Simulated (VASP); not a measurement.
# GaSb: relaxation of the cell, by functional

GaSb, F-43m (no. 216), 2 atoms in the cell.

| Functional | Volume (A^3) | Pressure left (GPa) | Ionic steps | SCF steps in all | Time (s) |
|---|---|---|---|---|---|
| PW86-PBE | 62.897 | 0.02 | 3 | 33 | 22 |
| XLYP | 65.008 | 0.01 | 3 | 32 | 23 |
| Slater-Wigner | 57.599 | -0.01 | 3 | 25 | 14 |
| HLE17 | 52.935 | 0.06 | 3 | 129 | 312 |

## Input of the first row

INCAR:
```
  PREC = Accurate
  ENCUT = 600
  EDIFF = 1E-7
  ISMEAR = 0
  SIGMA = 0.02
  LREAL = False
  LASPH = True
  ALGO = Normal
  NELM = 100
  ISIF = 3
  LWAVE = False
  LCHARG = False
  IBRION = 2
  NSW = 40
  EDIFFG = -0.01
  GGA_COMPAT = False
  GGA = LIBXC
  LIBXC1 = GGA_X_PW86
  LIBXC2 = GGA_C_PBE
```

KPOINTS:
```
k-points
0
Gamma
  6 6 6
```

POSCAR:
```
GaSb
1.0
    0.0000000000      3.0590000000      3.0590000000
    3.0590000000      0.0000000000      3.0590000000
    3.0590000000      3.0590000000      0.0000000000
Sb Ga
1 1
Direct
    0.7500000000      0.7500000000      0.7500000000
    0.0000000000      0.0000000000      0.0000000000
```

Commands:
```
cat potpaw_PBE.64/Sb/POTCAR potpaw_PBE.64/Ga_d/POTCAR > POTCAR
mpirun -np 1 vasp_std > vasp.out
```

Changes of the last row against the first:
```
- GGA = LIBXC
- LIBXC1 = GGA_X_PW86
- LIBXC2 = GGA_C_PBE
+ METAGGA = LIBXC
+ LMIXTAU = True
+ LIBXC1 = MGGA_XC_HLE17
```

VASP 6.6.1 took 22 s on 1 core (Intel Xeon 6975P-C (Granite Rapids)), a shared host.
